Slide one layer of MoS₂ over the next, and the naive expectation is a spring: twice the slip costs twice the force and four times the energy. The first step of the slide, a tenth of a lattice vector, costs 8.4 mJ/m². Half a lattice vector is five times as far, so the spring law gives $25\times 8.4 = 210$ mJ/m². The calculation gives 94.3 mJ/m², less than half of that, and the shear traction there is zero where the spring would pull hardest.

An MoS2 crystal (P6_3/mmc, 6-atom cell, a = 3.141, c = 12.579 Å) slides rigidly along cell vector a on a (001) plane between sulfur sheets, one fault per cell, unrelaxed. Energies are relative to zero slip, from Ansatz 0.2.0 with PBEsol, scalar-relativistic PAW, no spin polarisation, a 420 eV plane-wave cutoff, a Gamma-centred 10×10×2 k mesh and 0.05 eV Gaussian smearing.

```
slip (fraction of the slip vector)  fault energy (mJ/m²)  shear traction (GPa (slope of the fault energy along the slip))
                                 0                  0.00                                                           0.0000
                               0.1                  8.40                                                           0.5200
                               0.2                 31.10                                                           0.8800
                               0.3                 60.20                                                           0.9200
                               0.4                 84.70                                                           0.5900
                               0.5                 94.30                                                           0.0000
```

The spring fails because it has no memory of the lattice. After one full lattice vector every atom faces the same surroundings as at the start, so the energy must come back to zero. It has to turn over on the way. Symmetry makes the curve flat at half slip, and in this crystal that point is the top. A usable rule must have this return built in.

**What resists the slide**

The cut runs between two sheets of sulfur that face each other across a gap. The layers move as rigid bodies, so the Mo–S bonds inside them keep their lengths. At slip 0 each sulfur atom sits over a hollow between three sulfur atoms of the opposite sheet, 3.65 Å from each. At half slip it has left the hollow without being allowed to rise, and its nearest neighbour across the gap is only 3.30 Å away.

Electron clouds of closed-shell atoms repel each other when they overlap, and this is the standard explanation for the energy cost of such a slide. The forces fit it: the push that would open the gap grows from almost nothing at slip 0 to about 2.8 GPa at half slip. The table doesn't divide the energy into repulsion and other parts, so the share of each remains unknown. The forces do settle a neighbouring case to first order. The opening push at half slip is the rate at which the hill sinks as the gap widens, so pressing the layers closer raises it, at first by about 28 mJ/m² for each tenth of an ångström.

**The rule**

Let $x$ be the slip as a fraction of the lattice vector and $E$ the fault energy. Any curve that repeats after $x=1$ is a sum of waves. Along this direction a mirror plane makes forward and backward slip equivalent, which leaves only the cosines $\cos 2\pi x$, $\cos 4\pi x$ and so on. The longest wave should dominate, because the fine detail of an atomic sheet fades faster with distance than its coarse pattern, and the opposite sheet is a whole gap away.

Keep the longest wave alone and set the energy to zero at $x=0$. Then $E=\tfrac{H}{2}(1-\cos 2\pi x)$, which is the same as

$$E = H\sin^2(\pi x).$$

The one parameter $H$ is the height of the hill at half slip, here 94.3 mJ/m². Symmetry and the width of the gap supply the shape; the height has to come from one calculation or measurement.

**Two rows by hand**

Take slip 0.1 first. The angle $\pi x$ is 18°, and the square of its sine is 0.0955. The rule gives $94.3\times 0.0955 = 9.0$ mJ/m², against 8.4 in the table.

At slip 0.3 the angle is 54° and the squared sine is 0.6545. The estimate is $94.3\times 0.6545 = 61.7$ mJ/m², against 60.2 in the table. Neither of these rows was used to set $H$, so both are tests of the shape.

The shear traction $\tau$ is the slope of the energy along the slip. With $b$ for the length of the lattice vector,

$$\tau = \frac{\pi H}{b}\,\sin(2\pi x).$$

One mJ/m² per ångström is 0.01 GPa. Since $b$ is 3.14 Å, it happens to cancel $\pi$, and for this crystal the peak traction in GPa is simply $H/100$, or 0.94.

For slip 0.1 the sine of 36° brings this down to 0.55 GPa, where the table has 0.52. For slip 0.3 the rule gives 0.90 GPa and the table 0.92. The first estimate is too high and the second too low, and that change of sign has a meaning.

**How good it is, and why it leans**

Between the two ends the rule overestimates every energy in the table. The excess is largest at slip 0.1, where it is 7 % of the computed value, and shrinks to under 1 % at slip 0.4. In absolute terms it never exceeds about 1.5 mJ/m². The tractions are right to within 0.04 GPa.

The computed hill has a broader foot and a sharper top than a pure sine wave. Overlap repulsion, which grows ever more steeply as atoms approach, is expected to lean the curve this way, though the table shows only the lean and not how much of it repulsion supplies. With that shape the slide starts a little too easily for the rule and meets its strongest resistance a little late. That is why the table has more traction at slip 0.3 than at 0.2, while the rule makes them equal.

If this matters, add the next wave as a small correction, $d\sin^2(2\pi x)$. Row 0.2 alone fixes $d$ at −1.6 mJ/m², about 2 % of the height. The three rows that helped to set neither constant, 0.1, 0.3 and 0.4, then come out within 0.1 mJ/m². The printed output below gives both versions row by row, with tractions summed from the atomic forces as a separate check on the slopes.

**Where to spend the one calculation**

The rule can also be run backwards, from any one energy to the height. The choice of point matters. Row 0.1 implies a height of 88 mJ/m², 7 % below the computed one, because the broad foot of the hill passes for a lower hill. Row 0.4 implies 93.6 mJ/m², which is within 1 %.

So if only one point can be afforded, put it at half slip or close to it. The same warning applies to a height inferred from the elastic stiffness against shear, which senses only the foot of the hill.

**What the height is not**

It is tempting to read 94.3 mJ/m² as the barrier that a sliding layer must cross. The zero traction at half slip seems to support this, but it is zero only along the slip. The atomic forces show that the layer is also being pushed sideways, with about 1.4 GPa. That is half as much again as the largest traction in the table.

A layer free to move would follow that push and leave the straight line. It would also widen the gap, and both motions lower the energy. Within this level of theory the height is thus a ceiling for the barrier to a uniform slide by one lattice vector. For the same reason the peak traction is a scale for the resistance of a perfect, rigidly guided layer, not the shear strength of a real film.

The ceiling itself carries the error of the functional, and that of PAW datasets which were made for PBE and not for PBEsol. PBEsol lacks the long-range dispersion attraction that helps to hold such layers together, so the computed gap is expected to be too wide. A gap that is too wide makes the hill too low, whereas keeping the layers rigid makes it too high. The table can't tell which error wins. A better height would simply replace $H$ in the rule, and the shape should change little. The opening force rises along the slip almost in step with the energy: at slip 0.3 it has reached 0.63 of its half-slip value and the energy 0.64. To first order, then, a change of gap rescales the hill and hardly reshapes it.

The same rule, with the same height, holds along the other two shortest lattice directions of the plane, which symmetry makes equivalent to this one. It does not carry over to the directions in between, where the mirror argument fails and sine waves that cancel here enter the energy. They are also the source of the sideways push at half slip. How low the barrier falls once the layer may take a curved path is the question this scan leaves open. Answering it takes energies away from this line, from a map of the plane or a search for the easiest path.

Printed output of the fit:

```
Energy in mJ/m2 by the one-height rule and with the ripple:
  row  sin2 factor  one-height rule  miss in percent  with ripple  height implied by row (slip 0 void)
  0.0            0                0                0            0                                    0
  0.1      0.09549            9.005            7.201         8.44                                87.97
  0.2       0.3455            32.58            4.758         31.1                                90.02
  0.3       0.6545            61.72            2.525        60.24                                91.98
  0.4       0.9045             85.3           0.7027        84.73                                93.64
  0.5            1             94.3                0         94.3                                 94.3
Traction in GPa:
  row  one-height rule  with ripple  from layer forces  miss of one-height rule
  0.0                0            0                  0                        0
  0.1           0.5543       0.5232              0.523                  0.03432
  0.2           0.8969       0.8777             0.8792                   0.0169
  0.3           0.8969       0.9161             0.9205                  -0.0231
  0.4           0.5543       0.5854             0.5886                 -0.03568
  0.5        1.155e-16    1.235e-16                  0                1.155e-16
Largest energy miss of the one-height rule in mJ/m2: 1.52
Largest energy miss with the ripple in mJ/m2: 0.0403
Ripple coefficient d from row 0.2 in mJ/m2: -1.636
Ripple as percent of the height: -1.735
Peak traction of the one-height rule in GPa: 0.9431
Height from row 0.1 less computed height in percent: -6.717
Spring law from row 0.1 carried to half slip in mJ/m2: 210
Spring law at half slip over computed energy: 2.227
Nearest S-S distance across the cut at slip 0 in angstrom: 3.654
Nearest S-S distance across the cut at half slip in angstrom: 3.299
Sideways traction left at half slip in GPa: 1.413
Opening traction left at half slip in GPa: 2.771
Sideways traction over largest tabulated traction: 1.536
```
